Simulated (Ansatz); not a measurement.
# TaN: the cost of one run

Method: DFT PBE, scalar-relativistic, in Ansatz 0.2.0.

## (1) The starting structure

The structure is hexagonal, space group P6/mmm (No. 191). Conventional cell: a = 5.185 Å, b = 5.185 Å, c = 2.908 Å, α = 90.00°, β = 90.00°, γ = 120.00°. Ta (site symmetry 6/mmm) is surrounded by 6 N at 2.59 Å and 2 Ta at 2.91 Å. Ta (site symmetry -6m2) is surrounded by 6 N at 2.09 Å. N (site symmetry mmm) has 6 Ta at 2.09 to 2.59 Å as nearest neighbours.

Structure file:

```xyz
6
Lattice="5.1850 0.0000 0.0000 -2.5925 4.4903 0.0000 0.0000 0.0000 2.9080" Properties=species:S:1:pos:R:3 pbc="T T T"
Ta    0.0000    0.0000    0.0000
Ta    0.0000    2.9936    1.4540
Ta    2.5925    1.4968    1.4540
N     2.5925    0.0000    0.0000
N     1.2962    2.2452    0.0000
N    -1.2962    2.2452    0.0000
```

Atoms are numbered in the order of the input: Ta1, Ta2, Ta3, N4, N5, N6.

## (2) Volume × 0.96, LAPW

Input file input.yaml:

```yaml
crystal:
  lattice:
    - [5.114923108, 0.0, 0.0]
    - [-2.557461554, 4.4296533499, 0.0]
    - [0.0, 0.0, 2.8686978849]
  atoms:
    - { symbol: Ta, position: [0.0, 0.0, 0.0] }
    - { symbol: Ta, position: [0.3333333333, 0.6666666667, 0.5] }
    - { symbol: Ta, position: [0.6666666667, 0.3333333333, 0.5] }
    - { symbol: "N", position: [0.5, 0.0, 0.0] }
    - { symbol: "N", position: [0.5, 0.5, 0.0] }
    - { symbol: "N", position: [0.0, 0.5, 0.0] }
kpoints:
  mp_grid: { grid: [5, 5, 8] }
  band_path:
    path:
      - [0.0, 0.0, 0.0]
      - [0.5, 0.0, 0.0]
      - [0.3333333333, 0.3333333333, 0.0]
      - [0.0, 0.0, 0.0]
      - [0.0, 0.0, 0.5]
      - [0.5, 0.0, 0.5]
      - [0.3333333333, 0.3333333333, 0.5]
      - [0.0, 0.0, 0.5]
      - [0.5, 0.0, 0.5]
    npoints: 5
scf:
  occupations: { method: fermi_dirac, width: 0.03 }
hamiltonian:
  xc: pbe
  pseudopotentials: { kind: all_electron, lapw: { basis_error: 0.0005 } }
output:
  forces: true
  stress: true
  eigenvalues: true
```

On the command line:

```sh
$ ansatz run input.yaml --threads 2 --pin off --max-ram 6144MiB --backend cpu --events-out ev --progress --plain --runs-dir out
```

Q: Estimate wall time and peak memory on 2 threads of Arm Neoverse V2, shared host.

About 92 s, with a peak of 0.83 GiB.
